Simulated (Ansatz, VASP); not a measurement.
# Si (dimer Si chain): VASP beside Ansatz

Aim: how closely do two programs agree when they are given the same cell, functional and k mesh? The structure shown is the start of the Ansatz relaxation below; VASP solves that cell, so the two are compared at the walk's first step. Other levels of theory on this material are compared in a session of their own.

Method: plane waves, with VASP 6.6.1 beside it; single point at PBEsol and single point at r2SCAN, in Ansatz 0.2.0.

### Step 1. Set-up

The cell holds 2 atoms: 2 Si. Its edges and angles: a = 7.500 Å, b = 7.500 Å, c = 4.218 Å, α = 90.0°, β = 90.0°, γ = 90.0°. Vacuum lies along a and b. The structure's axis is c.

### Step 2. Ansatz: relaxation, PBEsol

Ansatz runs on its default PAW (the set named soft_2) files.

The two programs are compared at the cell with which this relaxation starts, whose forces are those of its first step.

Contents of input.yaml:

```yaml
crystal:
  lattice:
    - [7.5, 0.0, 0.0]
    - [0.0, 7.5, 0.0]
    - [0.0, 0.0, 4.218]
  atoms:
    - { symbol: Si, position: [0.5, 0.5, 0.0], spin: 0.3 }
    - { symbol: Si, position: [0.5, 0.5, 0.45], spin: 0.3 }
magnetization:
  spin_polarized: true
kpoints:
  mp_grid: { grid: [1, 1, 19] }
scf:
  occupations: { method: fermi_dirac, width: 0.05 }
hamiltonian:
  xc: pbesol
relax:
  cell: { fix: [a, b, alpha, beta, gamma] }
  max_steps: 60
```

On the command line:

```sh
> ansatz run input.yaml --threads 4 --pin off --max-ram 8192MiB --backend cpu --events-out ev --progress --plain --runs-dir out
```

Numbers of over 12 decimals in the logs are rounded to 6 here.

What it wrote:

```text
Engine: ansatz 0.2.0, aarch64-unknown-linux-gnu
Pseudopotentials: kind: paw
Pseudopotential: Si, paw, valence charge 4, recommended cutoff 420 eV (normal), Si.paw.azcp
Functional definition: PBEsol
  exchange = pbesol_x
  correlation = pbesol_c
Crystal: 2 atoms, lattice volume = 237.262 Å³
Basis set: ecut = 420 eV, 4623 PW (Γ), exchange–correlation on 108×108×60 points (8 copies of the dense FFT grid, shifted against one another)
Bands: 9, of which v1, the nominal top of the filled ones, is band 4 counted from 1 (3 counted from 0)
Symmetry: 16 space group operations
Space group: P4/mmm (ITA 123), of the structure as read, at distance tolerance 6.2e-5 Å
Magnetic group: BNS 123.339 (UNI 999), of the structure as read, at distance tolerance 6.2e-5 Å
k-points: 10 of 19
Non-local potential: Si, projectors of the file, l = 0: 2, l = 1: 2, l = 2: 2
PAW form: soft (Blöchl's): semilocal exchange-correlation on the pseudo side does not see the compensation charge
PAW frozen core: Si, regenerated for the run's functional, and the local potential with it (the file was generated under x = pbe(κ = 0.804, μ = 0.219515), c = pbe(β = 0.066725))
PAW one-centre angular grid: Si, 110 points (default); XC on 64 Gauss nodes
Initial density: superposition of atomic densities (neutral atoms: chi_scale 0, normalization atom)
Starting moments: Σ|m| = 0.6 μB on 2 of 2 sites
Initial wavefunctions: pseudopotential atomic-orbital guess
Functional: x = pbesol(κ = 0.804, μ = 0.123457), c = pbesol(β = 0.046)
SCF iter   1: F=—  HF=-1238.750539 eV  |F-HF|=—  |Δ(HF+E_count)|=         —  Δρ=1.34e-2 (↑1.18e-2 ↓1.34e-2)  dr2=2.37e0  dr2_m=1.25e-2  M=0.161 μB ∫|m|=0.165 μB  β_m=0.30  ethr=3.10e-3  ⟨swp⟩=8.0  Hψ=1842  notcnv=0
preconditioner: auto → LDOS  [metal: Δε(μ)=0.070 eV  Ē_g=6.545 eV  σ=0.050 eV  W_gap=0.34  n_scr=10 (ndim 8)  ℏωp=5.9 eV  f_vac=0.508  D(μ)=1.70/eV (n_scr^D=4)]
spin=Collinear: LDOS preconditioning applied to the charge; magnetization (m = ρ↑ − ρ↓) channel mixes plain (no charge-response kernel on spin).
SCF iter   2: F=—  HF=-1238.181232 eV  |F-HF|=—  |Δ(HF+E_count)|=   5.69e-1  Δρ=7.21e-3 (↑5.92e-3 ↓7.21e-3)  dr2=6.29e-1  dr2_m=3.31e-3  M=0.265 μB ∫|m|=0.266 μB  β_m=0.30  ethr=3.10e-3  ⟨swp⟩=3.5  Hψ=548  notcnv=0  defer=12
SCF iter   3: F=—  HF=-1237.977449 eV  |F-HF|=—  |Δ(HF+E_count)|=   2.04e-1  Δρ=2.51e-3 (↑1.43e-3 ↓2.51e-3)  dr2=6.67e-2  dr2_m=1.84e-3  M=0.264 μB ∫|m|=0.265 μB  β_m=0.30  ethr=3.10e-3  ⟨swp⟩=2.9  Hψ=336  notcnv=0  defer=12
SCF iter   4: F=—  HF=-1237.965595 eV  |F-HF|=—  |Δ(HF+E_count)|=   1.19e-2  Δρ=1.05e-3 (↑1.04e-3 ↓1.05e-3)  dr2=8.19e-3  dr2_m=1.10e-3  M=0.245 μB ∫|m|=0.248 μB  β_m=0.30  ethr=8.33e-4  ⟨swp⟩=2.7  Hψ=391  notcnv=0  defer=10
SCF iter   5: F=—  HF=-1237.967371 eV  |F-HF|=—  |Δ(HF+E_count)|=   1.78e-3  Δρ=8.25e-4 (↑8.25e-4 ↓7.52e-4)  dr2=2.90e-3  dr2_m=6.39e-4  M=0.238 μB ∫|m|=0.242 μB  β_m=0.30  ethr=1.02e-4  ⟨swp⟩=2.5  Hψ=316  notcnv=0  defer=9
SCF iter   6: F=—  HF=-1237.970112 eV  |F-HF|=—  |Δ(HF+E_count)|=   2.74e-3  Δρ=4.59e-4 (↑4.15e-4 ↓4.59e-4)  dr2=9.76e-5  dr2_m=3.99e-4  M=0.228 μB ∫|m|=0.233 μB  β_m=0.30  ethr=3.62e-5  ⟨swp⟩=2.5  Hψ=316  notcnv=0  defer=9
SCF iter   7: F=—  HF=-1237.970466 eV  |F-HF|=—  |Δ(HF+E_count)|=   3.54e-4  Δρ=3.58e-4 (↑3.31e-4 ↓3.58e-4)  dr2=3.52e-5  dr2_m=2.52e-4  M=0.221 μB ∫|m|=0.227 μB  β_m=0.30  ethr=1.22e-6  ⟨swp⟩=2.1  Hψ=255  notcnv=0  defer=9
Mixer restart at iter 7: flushing history
spin-set hold released at iteration 7 (site moments contracting): the magnetisation degrees of freedom join the quasi-Newton model from the next iteration; the mixer history was flushed
SCF iter   8: F=—  HF=-1237.970700 eV  |F-HF|=—  |Δ(HF+E_count)|=   2.34e-4  Δρ=2.86e-4 (↑2.67e-4 ↓2.86e-4)  dr2=1.71e-5  dr2_m=1.64e-4  M=0.214 μB ∫|m|=0.221 μB  β_m=0.57  ethr=4.40e-7  ⟨swp⟩=2.0  Hψ=235  notcnv=0  defer=9
SCF iter   9: F=—  HF=-1237.971155 eV  |F-HF|=—  |Δ(HF+E_count)|=   4.55e-4  Δρ=1.01e-4 (↑1.01e-4 ↓9.81e-5)  dr2=4.19e-7  dr2_m=2.15e-5  M=0.186 μB ∫|m|=0.195 μB  β_m=0.82  ethr=2.13e-7  ⟨swp⟩=2.0  Hψ=255  notcnv=0  defer=9
SCF iter  10: F=—  HF=-1237.971308 eV  |F-HF|=—  |Δ(HF+E_count)|=   1.54e-4  Δρ=5.22e-5 (↑4.87e-5 ↓5.22e-5)  dr2=4.77e-6  dr2_m=5.11e-6  M=0.156 μB ∫|m|=0.164 μB  β_m=0.91  ethr=5.24e-9  ⟨swp⟩=3.9  Hψ=391  notcnv=0  defer=9
SCF iter  11: F=—  HF=-1237.971359 eV  |F-HF|=—  |Δ(HF+E_count)|=   5.03e-5  Δρ=4.21e-5 (↑4.21e-5 ↓2.23e-5)  dr2=8.36e-6  dr2_m=1.57e-6  M=0.137 μB ∫|m|=0.144 μB  β_m=0.77  ethr=5.24e-9  ⟨swp⟩=3.5  Hψ=367  notcnv=0  defer=9
SCF iter  12: F=—  HF=-1237.971374 eV  |F-HF|=—  |Δ(HF+E_count)|=   1.57e-5  Δρ=2.13e-5 (↑2.13e-5 ↓2.03e-5)  dr2=2.37e-7  dr2_m=9.11e-7  M=0.124 μB ∫|m|=0.130 μB  β_m=0.88  ethr=5.24e-9  ⟨swp⟩=3.0  Hψ=340  notcnv=0  defer=9
[...]
iter 7 did not close the SCF: its close was put off for a magnetic moment that had not settled (scf_convergence_deferred on its scf_iter line)
SCF iter   7: F=-1238.604371 eV  HF=-1238.604371 eV  |F-HF|=1.05e-9  |Δ(HF+E_count)|=   1.69e-8  Δρ=4.34e-7 (↑4.11e-7 ↓4.34e-7)  dr2=1.18e-11  dr2_m=4.06e-10  M=-0.000 μB ∫|m|=0.000 μB  β_m=0.90  ethr=5.43e-12  ⟨swp⟩=1.0  Hψ=526  notcnv=0
SCF iter   8: F=-1238.604371 eV  HF=-1238.604371 eV  |F-HF|=2.11e-11  |Δ(HF+E_count)|=   1.85e-9  Δρ=6.36e-8 (↑6.36e-8 ↓6.25e-8)  dr2=2.16e-13  dr2_m=9.05e-12  M=-0.000 μB ∫|m|=0.000 μB  ethr=1.00e-12  ⟨swp⟩=1.0  Hψ=560  notcnv=0
the starting moments were not kept: the SCF closed with an absolute magnetisation of 9.6e-6 μB, where they sum to 0.6 μB in size (2 sites). That is at most 0.1 of that sum. Measured as dr2_m measures the in/out step, that magnetisation stands 5.3e-12 eV from none, at or under the dr2_threshold of 2.0e-7 eV: it is no larger than a step whose dr2_m would equal this threshold.
SCF 5 converged in 8 iterations: F = -1238.604371 eV  dr2 = 2.16e-13
relax step   5: F+E_penalty+E_count = -1238.60437076 eV  Δ(F+E_penalty+E_count) = +1.439e-3 eV  max|allowed force component| = 6.036e-5 eV/Å  Δτ_max = 0.0002 Å  P = -0.087 GPa  Ω = 249.361 Å³  energy of the carried Pulay correction = -3.543e-4 eV  fix = [a, b, alpha, beta, gamma]  (8 SCF iters, dr2 threshold 2.00e-7 eV, rejected (line search))
[...]
relax step   6: F+E_penalty+E_count = -1238.60712250 eV  Δ(F+E_penalty+E_count) = -1.312e-3 eV  max|allowed force component| = 1.259e-3 eV/Å  Δτ_max = 0.0002 Å  P = +0.111 GPa  Ω = 247.707 Å³  energy of the carried Pulay correction = -3.069e-4 eV  fix = [a, b, alpha, beta, gamma]  reactions: a +0.149, b +0.149 GPa  (8 SCF iters, accepted)
[...]
relax step   7: F+E_penalty+E_count = -1238.60771203 eV  Δ(F+E_penalty+E_count) = -5.895e-4 eV  max|allowed force component| = 1.257e-3 eV/Å  Δτ_max = 0.0000 Å  P = +0.115 GPa  Ω = 247.707 Å³  fix = [a, b, alpha, beta, gamma]  reactions: a +0.150, b +0.150 GPa  stress off target by 4.28e-2 GPa on what of the cell is left free  SCF on the basis re-selected at this cell (its energy is not comparable with the rows above)  (5 SCF iters)
basis re-selected at this cell: Δ(F+E_penalty+E_count) = -5.895e-4 eV, ΔP = +0.004 GPa vs the last step (what re-selecting the basis moved, of the pressure what is left beyond the Pulay correction that the steps carried, after the strain that the cell walked since its last selection, with what the two solves' SCF thresholds leave and, on support functions, any second-order correction that the steps lacked; it is no m [...]
SCF converged after 5 iterations
Magnetization: 0.0000 μB (4.0000 up, 4.0000 down)
Absolute magnetization: 0.0000 μB (∫|ρ↑−ρ↓|, with the PAW one-centre terms)
Spin contamination: 0.0000 ħ² per cell (⟨S²⟩ above its minimum at these occupations)
Per-site moments (μB) at R_I (Å): [(9.990190162085046e-8, 0.908226), (9.99019016242684e-8, 0.908226)]
Free energy (F): -1238.607712 eV
Harris-Foulkes:  -1238.607712 eV  (|F-HF|=3.02e-11)
Internal energy: -1238.594443 eV  (E = F + TS)
E sigma→0 (E₀):  -1238.601077 eV
Entropy (-TS):   -0.013269 eV (-6.635 meV/atom)
Fermi energy:    -3.340231 eV
--- Per-component energies (eV) ---
  E_band       = -58.324220
  E_kinetic    = 74.363288
  E_local      = -350.186192  (includes V_loc(G=0)·N_el)
  E_nonlocal   = 53.143420
  E_hartree    = 127.965873
  E_xc         = -104.890822
  E_vxc        = -87.498987  (∫ρ·V_xc dr)
  E_paw        = -997.019357  (= ΣΔE_a)
  E_vpaw       = -4.077505  (= ΣTr[D̂ρ^β])
  E_aug_tail   = 0.000014  (compensation charges beyond the density's cutoff)
  E_ewald      = -42.033788
  E_core_change = 0.063121  (= ΣΔE_core)
  E_smearing   = -0.013269  (= −TS)
  E_closure    = -0.000000  (closes the sum)
  Σ components = -1238.607712   (vs F -1238.607712, Δ=0.00e0)
--- Forces (eV/Å), atoms counted from 1 ---
  atom   1  Si     0.00000000     0.00000000    -0.00125728
  atom   2  Si     0.00000000     0.00000000     0.00125728
  max |Σ_I F_I| component: 0.00e0 eV/Å
--- Stress (GPa, compression-positive) ---
        0.150440       0.000000       0.000000
        0.000000       0.150440       0.000000
        0.000000       0.000000       0.042761
  P = ⅓ Tr σ = 0.1145 GPa (1.145 kbar)
--- Relaxed structure (6 steps of the walk, 5 accepted, 1 SCFs on fresh bases) ---
  F+E_penalty+E_count = -1238.60771203 eV   max|allowed force component| = 1.257e-3 eV/Å   (the final SCF, on the basis selected at the relaxed cell)
  cell:  # Å, volume = 247.7070 Å³
    - [7.5, 0.0, 0.0]
    - [0.0, 7.5, 0.0]
    - [0.0, 0.0, 4.403681]
  atoms:
    - { symbol: Si, position: [0.5, 0.5, -0.024991] }
    - { symbol: Si, position: [0.5, 0.5, 0.474991] }
```

### Step 3. VASP: single point, PBEsol, start cell

The same cell, functional, mesh and smearing now go to VASP, with its own data sets.

Lines of VASP's logs that name or quote its potential files are left out, and so is its time.

Contents of INCAR:

```
SYSTEM = Si
PREC = Accurate
ENCUT = 400
EDIFF = 1E-06
NELM = 200
ISMEAR = -1
SIGMA = 0.05
LREAL = .FALSE.
ALGO = Normal
GGA = PS
NBANDS = 11
ISPIN = 2
MAGMOM = 0 0
LORBIT = 11
LWAVE = .FALSE.
LCHARG = .FALSE.
ISIF = 2
LASPH = .TRUE.
GGA_COMPAT = .FALSE.
KPAR = 2
```

Contents of POSCAR:

```
Si
1.0
    7.5000000000      0.0000000000      0.0000000000
    0.0000000000      7.5000000000      0.0000000000
    0.0000000000      0.0000000000      4.2180000000
Si
2
Direct
    0.5000000000      0.5000000000      1.0000000000
    0.5000000000      0.5000000000      0.4500000000
```

Contents of KPOINTS:

```
Automatic mesh
0
Gamma
1 1 19
0 0 0
```

The projector-augmented-wave data sets are Si (PBE family, release 64).

On the command line:

```sh
> mpirun -np 2 vasp_std
```

What it wrote:

```text
[banner, memory and clock lines left out]
running    2 mpi-ranks, on    1 nodes
 distrk:  each k-point on    1 cores,    2 groups
 distr:  one band on    1 cores,    1 groups

 POSCAR found type information on POSCAR Si
 POSCAR found :  1 types and       2 ions
|                                                                             |
|               ----> ADVICE to this user running VASP <----                  |
|                                                                             |
|     You enforced a specific xc type in the INCAR file but a different       |
|     [... a line on the potential file left out ...]
|     I HOPE YOU KNOW WHAT YOU ARE DOING!                                     |
|                                                                             |

 LDA part: xc-table for (Slater+PW92), standard interpolation
 POSCAR, INCAR and KPOINTS ok, starting setup
 FFT: planning ... GRIDC
 FFT: planning ... GRID_SOFT
 FFT: planning ... GRID
 WAVECAR not read
 entering main loop
       N       E                     dE             d eps       ncg     rms          rms(c)
DAV:   1     0.260007019741E+02    0.26001E+02   -0.20396E+03   440   0.370E+02
DAV:   2    -0.546979534089E+01   -0.31470E+02   -0.30904E+02   637   0.768E+01
DAV:   3    -0.732747126010E+01   -0.18577E+01   -0.18518E+01   610   0.193E+01
DAV:   4    -0.735935210120E+01   -0.31881E-01   -0.31856E-01   596   0.317E+00
DAV:   5    -0.736008234552E+01   -0.73024E-03   -0.73020E-03   675   0.446E-01    0.574E+00
DAV:   6    -0.658128093652E+01    0.77880E+00   -0.19727E+00   503   0.486E+00    0.259E+00
DAV:   7    -0.648632502545E+01    0.94956E-01   -0.47539E-01   612   0.270E+00    0.121E+00
DAV:   8    -0.647327559827E+01    0.13049E-01   -0.46761E-02   588   0.923E-01    0.332E-01
DAV:   9    -0.647311558097E+01    0.16002E-03   -0.47782E-03   536   0.331E-01    0.128E-01
DAV:  10    -0.647370283228E+01   -0.58725E-03   -0.75723E-04   479   0.148E-01    0.864E-02
DAV:  11    -0.647419820830E+01   -0.49538E-03   -0.20821E-04   476   0.780E-02    0.662E-02
DAV:  12    -0.647478180718E+01   -0.58360E-03   -0.15203E-04   452   0.603E-02    0.232E-02
DAV:  13    -0.647510225228E+01   -0.32045E-03   -0.10292E-04   474   0.515E-02    0.125E-02
DAV:  14    -0.647524640291E+01   -0.14415E-03   -0.19954E-05   473   0.323E-02    0.477E-03
DAV:  15    -0.647529409825E+01   -0.47695E-04   -0.34147E-06   470   0.132E-02    0.291E-03
DAV:  16    -0.647530060815E+01   -0.65099E-05   -0.75081E-07   521   0.457E-03    0.132E-03
DAV:  17    -0.647530567674E+01   -0.50686E-05   -0.64799E-07   476   0.396E-03    0.974E-04
DAV:  18    -0.647530583569E+01   -0.15895E-06   -0.57829E-08   577   0.103E-03
   1 F= -.64753058E+01 E0= -.64638904E+01  d E =-.228309E-01  mag=     0.0008
```

From OUTCAR (step 3):

```text
ion  position               nearest neighbor table
   1  0.500  0.500  0.000-   2 1.90   2 2.32
   2  0.500  0.500  0.450-   1 1.90   1 2.32

  LATTYP: Found a simple tetragonal cell.
 ALAT       =     7.5000000000
 C/A-ratio  =     0.5624000000

 Subroutine GETGRP returns: Found 16 space group operations
 (whereof  8 operations were pure point group operations)

The static configuration has the point symmetry C_4v.
 The point group associated with its full space group is D_4h.

 Found     10 irreducible k-points:

   k-points           NKPTS =     10   k-points in BZ     NKDIM =     10   number of bands    NBANDS=     11

   dimension x,y,z NGX =    50 NGY =   50 NGZ =   28
   dimension x,y,z NGXF=   100 NGYF=  100 NGZF=   56

   ENCUT  =  400.0 eV  29.40 Ry    5.42 a.u.  12.23 12.23  6.88*2*pi/ulx,y,z

   NELECT =       8.0000    total number of electrons

 k-points in reciprocal lattice and weights: Automatic mesh
   0.00000000  0.00000000  0.00000000       0.053
   0.00000000  0.00000000  0.05263158       0.105
   0.00000000  0.00000000  0.10526316       0.105
   0.00000000  0.00000000  0.15789474       0.105
   0.00000000  0.00000000  0.21052632       0.105
   0.00000000  0.00000000  0.26315789       0.105
   0.00000000  0.00000000  0.31578947       0.105
   0.00000000  0.00000000  0.36842105       0.105
   0.00000000  0.00000000  0.42105263       0.105
   0.00000000  0.00000000  0.47368421       0.105

 average (electrostatic) potential at core
       1 -92.4376       2 -92.4376

 E-fermi :  -3.5013

 spin component 1
 k-point     1 :       0.0000    0.0000    0.0000
  band No.  band energies     occupation
      1     -13.1708      1.00000
      2      -6.7970      1.00000
      3      -4.9616      1.00000
      4      -4.9616      1.00000
      5      -3.6494      0.95088
      6       0.2834      0.00000
      7       1.7180      0.00000
      8       2.2714      0.00000
      9       2.2714      0.00000
     10       2.6306      0.00000
    ...

 k-point     2 :       0.0000    0.0000    0.0526
  band No.  band energies     occupation
      1     -13.1499      1.00000
      2      -6.9553      1.00000
      3      -4.9410      1.00000
      4      -4.9410      1.00000
      5      -3.4625      0.31553
      6       0.3056      0.00000
      7       1.7412      0.00000
      8       1.8709      0.00000
      9       1.8709      0.00000
    ...

 k-point     3 :       0.0000    0.0000    0.1053
  band No.  band energies     occupation
      1     -13.0873      1.00000
      2      -7.3478      1.00000
      3      -4.8792      1.00000
      4      -4.8792      1.00000
      5      -2.9854      0.00003
      6       0.3724      0.00000
      7       1.2134      0.00000
      8       1.2134      0.00000
      9       1.8108      0.00000
    ...

 k-point     4 :       0.0000    0.0000    0.1579
  band No.  band energies     occupation
      1     -12.9835      1.00000
      2      -7.8477      1.00000
      3      -4.7767      1.00000
      4      -4.7767      1.00000
      5      -2.3476      0.00000
      6       0.4837      0.00000
      7       0.5486      0.00000
      8       0.5486      0.00000
      9       1.9269      0.00000
    ...

 k-point     5 :       0.0000    0.0000    0.2105
  band No.  band energies     occupation
      1     -12.8398      1.00000
      2      -8.3804      1.00000
      3      -4.6341      1.00000
      4      -4.6341      1.00000
      5      -1.6297      0.00000
      6      -0.0873      0.00000
      7      -0.0873      0.00000
      8       0.6398      0.00000
      9       2.0893      0.00000
    ...

 k-point     6 :       0.0000    0.0000    0.2632
  band No.  band energies     occupation
      1     -12.6584      1.00000
      2      -8.9090      1.00000
      3      -4.4526      1.00000
      4      -4.4526      1.00000
      5      -0.8801      0.00000
      6      -0.6841      0.00000
      7      -0.6841      0.00000
      8       0.8417      0.00000
      9       2.2979      0.00000
    ...

  Total        0.2148397      0.2148397      6.1550380      0.0000000     -0.0000000      0.0000000
  in kB        1.4507613      1.4507613     41.5635104      0.0000000     -0.0000000      0.0000000
  external PRESSURE =      14.8216777 kB  Pullay stress =       0.0000000 kB

  energy-cutoff  :      400.00
  volume of cell :      237.26
      direct lattice vectors                 reciprocal lattice vectors
     7.500000000  0.000000000  0.000000000     0.133333333  0.000000000  0.000000000
     0.000000000  7.500000000  0.000000000     0.000000000  0.133333333  0.000000000
     0.000000000  0.000000000  4.218000000     0.000000000  0.000000000  0.237079184

 POSITION                                       TOTAL-FORCE (eV/Angst)
 -----------------------------------------------------------------------------------
      3.75000      3.75000      0.00000         0.000000      0.000000     -5.954392
      3.75000      3.75000      1.89810        -0.000000     -0.000000      5.954392
 -----------------------------------------------------------------------------------
    total drift:                                0.000000     -0.000000      0.000004

  FREE ENERGIE OF THE ION-ELECTRON SYSTEM (eV)
  ---------------------------------------------------
  free  energy   TOTEN  =        -6.4753058357 eV

  energy  without entropy=       -6.4524749135  energy(sigma->0) =       -6.46389037

 total charge
# of ion       s       p       d       tot
------------------------------------------
    1        0.787   0.941   0.000   1.729
    2        0.787   0.941   0.000   1.729
--------------------------------------------------
tot          1.574   1.883   0.000   3.457

 magnetization (x)
# of ion       s       p       d       tot
------------------------------------------
    1        0.000   0.000   0.000   0.000
    2        0.000   0.000   0.000   0.000
--------------------------------------------------
tot          0.000   0.000   0.000   0.000

[... 6 further parts left out ...]
```

### Step 4. Comparison

Known differences besides the potentials themselves: the cutoff is 420 eV in Ansatz and 400 eV in VASP; Ansatz makes its cores anew for this functional, VASP keeps those of its PBE data sets. Total energies have different zeros and are not compared.

Forces (eV/Å; atoms numbered as in POSCAR):

```tsv
atom	Ansatz x, y, z	VASP x, y, z
Si1	0.000, 0.000, -5.944	0.000, 0.000, -5.954
Si2	0.000, 0.000, 5.944	0.000, 0.000, 5.954
```

The forces differ by 6.0 meV/Å r.m.s., which is 0.2 % of the r.m.s. force of 3.438 eV/Å (both taken over all components). Moments aren't recorded for both runs of this pair, so they may hold unlike magnetic states.

[end of part 1 of 2]

[Lines on the potential files, build, host, timing and source positions are cut from VASP's logs without a mark.]

[Logs are printed without paths, hosts, clocks, repeated set-up lines and the standing remarks that a program may print on its own settings, such as how far it seeks lower states.]

[Hosts, paths, dates, database ids (printed as entryN), source tags and the programs' standing remarks are cut or masked in the printed files.]
